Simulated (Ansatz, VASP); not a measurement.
# Cross-check of AlN between VASP and Ansatz, part 2 of 2

One calculation is typed for both programs; each brings its own data sets and cutoff. How far apart do they land?

VASP 6.6.1 and Ansatz 0.2.0.

So far. Step 4 (Comparison): The walks stopped with 0.00 GPa left in Ansatz and 0.01 GPa in VASP; each walk ends within a tolerance, so the volume difference is uncertain by about these residues over the bulk modulus, most in soft cells.

## (5) VASP: relaxation of cell and atoms, PBE with D3(BJ)

Level of this step: PBE with D3(BJ); plane waves and PAW (Al, N) (VASP).

The relaxed volume is the usual yardstick between codes: its relative difference is about their pressure difference at one cell divided by the bulk modulus.

The input, INCAR:

```
SYSTEM = AlN
PREC = Accurate
ENCUT = 560
EDIFF = 1E-06
NELM = 100
ISMEAR = -1
SIGMA = 0.05
LREAL = .FALSE.
ALGO = Normal
GGA = PE
IVDW = 12
NBANDS = 14
LORBIT = 11
LWAVE = .FALSE.
LCHARG = .FALSE.
KPAR = 2
IBRION = 2
NSW = 60
ISIF = 3
EDIFFG = -0.01
```

The input, POSCAR:

```
AlN
1.0
    3.0810000000      0.0000000000      0.0000000000
   -1.5405000000      2.6682242691      0.0000000000
    0.0000000000      0.0000000000      5.0310000000
Al N
2 2
Direct
    0.3333333333      0.6666666667      0.0000000000
    0.6666666667      0.3333333333      0.5000000000
    0.3333333333      0.6666666667      0.3820000000
    0.6666666667      0.3333333333      0.8820000000
```

The input, KPOINTS:

```
Automatic mesh
0
Gamma
7 7 4
0 0 0
```

Potentials, in the order of the species: Al and N (PBE family, release 64).

Run with:

```sh
$ mpirun -np 2 vasp_std
```

Numbers of over 12 decimals in the logs are rounded to 6 here.

Output:

```text
[banner, memory and clock lines left out]
running    2 mpi-ranks, on    1 nodes
[...]
LDA part: xc-table for (Slater+PW92), standard interpolation
 POSCAR, INCAR and KPOINTS ok, starting setup
[...]
entering main loop
       N       E                     dE             d eps       ncg     rms          rms(c)
DAV:   1     0.502017367683E+02    0.50202E+02   -0.77192E+03   672   0.108E+03
DAV:   2    -0.304055308378E+02   -0.80607E+02   -0.74113E+02   950   0.215E+02
DAV:   3    -0.345119582341E+02   -0.41064E+01   -0.40905E+01   924   0.517E+01
DAV:   4    -0.345415066391E+02   -0.29548E-01   -0.29545E-01   738   0.489E+00
[...]
DAV:  11    -0.297457015365E+02    0.11490E-03   -0.31539E-04   840   0.140E-01    0.312E-02
DAV:  12    -0.297457047743E+02   -0.32378E-05   -0.13078E-05   840   0.326E-02    0.865E-03
DAV:  13    -0.297457044495E+02    0.32479E-06   -0.76545E-06   846   0.220E-02
   1 F= -.30831054E+02 E0= -.30831054E+02  d E =-.308311E+02
[... from here on, the cycles between the ionic steps are left out ...]
   2 F= -.30833904E+02 E0= -.30833904E+02  d E =-.285071E-02
   3 F= -.30845050E+02 E0= -.30845050E+02  d E =-.139961E-01
   4 F= -.30846035E+02 E0= -.30846035E+02  d E =-.984933E-03
   5 F= -.30846276E+02 E0= -.30846276E+02  d E =-.122652E-02
   6 F= -.30846288E+02 E0= -.30846288E+02  d E =-.120118E-04
   7 F= -.30846324E+02 E0= -.30846324E+02  d E =-.478855E-04
[...]
reached required accuracy - stopping structural energy minimisation
```

Parts of OUTCAR (step 5):

```text
 Edisp (eV)   -1.07698

 Edisp (eV)   -1.07809

  Total      -0.00005    -0.00005    -0.00865     0.00000     0.00000     0.00000
  in kB      -0.00185    -0.00185    -0.33295     0.00000     0.00000     0.00000
  external pressure =       -0.11 kB  Pullay stress =        0.00 kB

 POSITION                                       TOTAL-FORCE (eV/Angst)
 -----------------------------------------------------------------------------------
     -0.00000      1.79419      0.00038        -0.000000      0.000000     -0.000571
      1.55381      0.89709      2.48874        -0.000000      0.000000     -0.000571
     -0.00000      1.79419      1.90073         0.000000     -0.000000      0.000571
      1.55381      0.89709      4.38910         0.000000     -0.000000      0.000571
 -----------------------------------------------------------------------------------
    total drift:                               -0.000000      0.000000     -0.000596

  FREE ENERGIE OF THE ION-ELECTRON SYSTEM (eV)
  ---------------------------------------------------
  free  energy   TOTEN  =       -30.8463239880 eV

  energy  without entropy=      -30.8463239880  energy(sigma->0) =      -30.84632399

[... 2 parts as in an earlier step ...]

[... 2 further parts left out ...]
[key lines of the parts left out:]
E-fermi :   7.2285
```

## (6) Ansatz: relaxation of cell and atoms, PBE with D3(BJ)

The same cell, functional, mesh and smearing now go to Ansatz, which takes its cutoff from its data sets.

The input, input.yaml:

```yaml
crystal:
  lattice:
    - [3.081, 0.0, 0.0]
    - [-1.5405, 2.6682242691, 0.0]
    - [0.0, 0.0, 5.031]
  atoms:
    - { symbol: Al, position: [0.3333333333, 0.6666666667, 0.0] }
    - { symbol: Al, position: [0.6666666667, 0.3333333333, 0.5] }
    - { symbol: "N", position: [0.3333333333, 0.6666666667, 0.382] }
    - { symbol: "N", position: [0.6666666667, 0.3333333333, 0.882] }
hamiltonian:
  xc: pbe
  pseudopotentials: { kind: paw }
  dispersion: d3bj
kpoints:
  mp_grid: { grid: [7, 7, 4] }
scf:
  occupations: { method: fermi_dirac, width: 0.05 }
relax:
  f_tol: 0.01
  max_steps: 60
  cell: { stress_tol: 0.05 }
output:
  forces: true
  stress: true
  write_density: true
  write_potential: true
  elf: true
  volumetric_format: npy
```

Run with:

```sh
$ ansatz run input.yaml --threads 4 --pin off --max-ram 9216MiB --backend cpu --events-out ev --progress --plain --runs-dir out
```

Output:

```text
[...]
Crystal: 4 atoms, lattice volume = 41.359 Å³
Basis set: ecut = 420 eV, 785 PW (Γ), exchange–correlation on 48×48×72 points (8 copies of the dense FFT grid, shifted against one another)
Bands: 12, of which v1, the nominal top of the filled ones, is band 8 counted from 1 (7 counted from 0)
Symmetry: 12 space group operations
[...]
k-points: 24 of 196 (time reversal used)
[...]
--- Relaxed structure (5 steps of the walk, 5 accepted, 2 SCFs on fresh bases) ---
[...]
cell:  # Å, volume = 41.6833 Å³
    - [3.109327, 0, 0]
    - [-1.554664, 2.692756, 0]
    - [0, 0, 4.978504]
  atoms:
    - { symbol: Al, position: [0.333333, 0.666667, 5.645738776222714e-5] }
    - { symbol: Al, position: [0.666667, 0.333333, 0.500056] }
    - { symbol: N, position: [0.333333, 0.666667, 0.381944] }
    - { symbol: N, position: [0.666667, 0.333333, 0.881944] }
[key lines of the parts left out:]
SCF converged after 6 iterations
Free energy (F): -1849.572396 eV
Fermi energy:    9.295358 eV
P = ⅓ Tr σ = 0.0015 GPa (0.015 kbar)
```

It took 3.2 s on 4 threads of Arm Neoverse V1, shared host; peak memory 0.25 GiB.

## (7) Comparison

What differs besides the data sets and the points named for the pairs above, as far as they apply: VASP leaves aspherical gradient terms in its spheres out (LASPH is not set), Ansatz keeps them. Total energies have different zeros and are not compared.

The two programs side by side:

```
                                         quantity  Ansatz   VASP  difference
                                      volume (Å³)   41.68  41.62     +0.15 %
edge a after relaxation, in the typed setting (Å)   3.109  3.108     +0.05 %
edge c after relaxation, in the typed setting (Å)   4.979  4.977     +0.04 %
```

The walks stopped with 0.00 GPa left in Ansatz and -0.01 GPa in VASP; each walk ends within a tolerance, so the volume difference is uncertain by about these residues over the bulk modulus, most in soft cells.

## (8) Summary of results

| Item | Value |
| --- | --- |
| difference in volume (relaxation of cell and atoms, LDA) | -0.53 % |
| difference in volume (relaxation of cell and atoms, PBE with D3(BJ)) | 0.15 % |

**Reading.** The difference in volume is -0.53 % (relaxation of cell and atoms, LDA), within the 1.2 % picked in this series as the mark of a large difference, as far as the stopping tolerances let one tell. Such differences can come from data sets, numerical settings and the points named under the comparisons, not from the functional's error against experiment.

[Lines on the potential files, build, host, timing and source positions are cut from VASP's logs without a mark.]

[Logs are printed without paths, hosts, clocks, repeated set-up lines and the standing remarks that a program may print on its own settings, such as how far it seeks lower states.]

[Hosts, paths, dates, database ids (printed as entryN), source tags and the programs' standing remarks are cut or masked in the printed files.]
